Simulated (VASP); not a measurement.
## ZnO: band structure with rev-vdW-DF2

**What was measured.**

“Electronic structure of alkaline earth and post-transition metal oxides”, 2009, arxiv:0908.1581 quotes, for a bulk crystal of ZnO: band gap 3.37 eV.

Crystal: ZnO.

```
Zn O
1.0
     3.25908    0.00000    0.00000
    -1.62954    2.82245    0.00000
     0.00000    0.00000    5.27033
Zn O
2 2
Cartesian
  0.0000 1.8816 2.6369
  1.6295 0.9408 0.0017
  1.6295 0.9408 1.9958
  0.0000 1.8816 4.6310
```

* Program: VASP 6.6.1
* Task: band structure
* Functional: rev-vdW-DF2
* Potentials or basis: VASP PAW PBE potentials, release 64 (Zn, O)
* Cutoff: 520 eV
* k mesh: 9 × 9 × 5
* Occupations: gaussian, width 0.03 eV
* Spin: no spin polarisation
* Further INCAR settings: ALGO = Fast; EDIFF = 1e-06; NBANDS = 26

| Quantity | Value |
| --- | --- |
| Pressure | 0.1 GPa |
| Band gap on the k mesh | 0.75 eV, direct |
| Band gap along the path | 0.75 eV, direct |

Levels at the corners of the path, in eV from the valence-band top:
| point | band 16 | band 17 | band 18 | band 19 | band 20 | band 21 |
| --- | --- | --- | --- | --- | --- | --- |
| Γ | -0.08 | 0.00 | 0.00 | 0.75 | 5.13 | 8.10 |
| M | -2.20 | -1.27 | -0.81 | 5.68 | 6.82 | 7.50 |
| M | -2.20 | -1.27 | -0.81 | 5.68 | 6.82 | 7.50 |
| K | -1.89 | -1.89 | -1.69 | 7.56 | 7.56 | 7.60 |
| K | -1.89 | -1.89 | -1.69 | 7.56 | 7.56 | 7.60 |
| Γ | -0.08 | 0.00 | 0.00 | 0.75 | 5.13 | 8.10 |
| Γ | -0.08 | 0.00 | 0.00 | 0.75 | 5.13 | 8.10 |
| A | -0.38 | -0.38 | -0.38 | 3.39 | 3.39 | 9.94 |
| A | -0.38 | -0.38 | -0.38 | 3.39 | 3.39 | 9.94 |
| L | -1.46 | -1.36 | -1.36 | 5.65 | 5.65 | 8.28 |
| L | -1.46 | -1.36 | -1.36 | 5.65 | 5.65 | 8.28 |
| H | -2.64 | -1.23 | -1.23 | 7.84 | 7.84 | 7.94 |
| H | -2.64 | -1.23 | -1.23 | 7.84 | 7.84 | 7.94 |
| A | -0.38 | -0.38 | -0.38 | 3.39 | 3.39 | 9.94 |
| L | -1.46 | -1.36 | -1.36 | 5.65 | 5.65 | 8.28 |
| M | -2.20 | -1.27 | -0.81 | 5.68 | 6.82 | 7.50 |
| K | -1.89 | -1.89 | -1.69 | 7.56 | 7.56 | 7.60 |
| H | -2.64 | -1.23 | -1.23 | 7.84 | 7.84 | 7.94 |

Core levels (eV, on the scale of the bands):
```csv
atom,levels
1 Zn,"1s -9517.1, 2s -1150.6, 2p -996.3, 3s -122.2, 3p -76.3"
2 Zn,"1s -9517.1, 2s -1150.6, 2p -996.3, 3s -122.2, 3p -76.3"
3 O,1s -503.6
4 O,1s -503.6
```

Run time: 46 s on 1 thread of Intel(R) Xeon(R) 6975P-C (Granite Rapids) (shared host), peak memory 0.36 GiB.

Against the measured gap of ZnO, 3.37 eV (quoted in “Electronic structure of alkaline earth and post-transition metal oxides”, 2009, arxiv:0908.1581), the calculated 0.75 eV is off by -2.62 eV. So large a miss can be the level of theory's own, or it may mean another phase, state or a wrong row. The value is that of rev-vdW-DF2, without temperature or zero-point motion.

Caveat: the PAW data sets were made with another functional, which shifts forces and pressure a little.
